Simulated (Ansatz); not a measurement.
**Relaxing LiCl in the wurtzite type**

First guess:

```yaml
crystal:
  lattice:
    - [3.72432, 0.00000, 0.00000]
    - [-1.86216, 3.22535, 0.00000]
    - [0.00000, 0.00000, 6.07064]
  atoms:
    - { symbol: Li, position: [0.33333, 0.66667, 0.00000] }
    - { symbol: Li, position: [0.66667, 0.33333, 0.50000] }
    - { symbol: Cl, position: [0.33333, 0.66667, 0.37600] }
    - { symbol: Cl, position: [0.66667, 0.33333, 0.87600] }
```

Method: DFT, PBE, PAW with Ansatz's default frozen-core files, scalar-relativistic (Ansatz 0.2.0).

Cell and atoms relax within the symmetry of the start on a 10×10×6 k mesh with 0.05 eV Fermi–Dirac smearing.

The start is built from a prototype, known or not as a phase of this compound; the cutoff is 420 eV.

(1) What is the pressure of the first guess?

(2) What does it relax to?

(3) How much energy does the relaxation release?

## Answers

(1) 4.61 GPa.

(2) a = 3.926 Å, b = 3.926 Å, c = 6.287 Å, α = 90.00°, β = 90.00°, γ = 120.00° (conventional cell), 20.98 Å³ per atom:
```cif
data_structure
_symmetry_space_group_name_H-M 'P6_3mc'
_symmetry_Int_Tables_number 186
_cell_length_a 3.9261
_cell_length_b 3.9261
_cell_length_c 6.2869
_cell_angle_alpha 90.000
_cell_angle_beta 90.000
_cell_angle_gamma 120.000
_cell_volume 83.92
loop_
_atom_site_label
_atom_site_type_symbol
_atom_site_symmetry_multiplicity
_atom_site_Wyckoff_symbol
_atom_site_fract_x
_atom_site_fract_y
_atom_site_fract_z
_atom_site_occupancy
Li1 Li 2 b 0.33333 0.66667 0.99758 1
Cl1 Cl 2 b 0.33333 0.66667 0.37842 1
```

(3) 36 meV/atom.
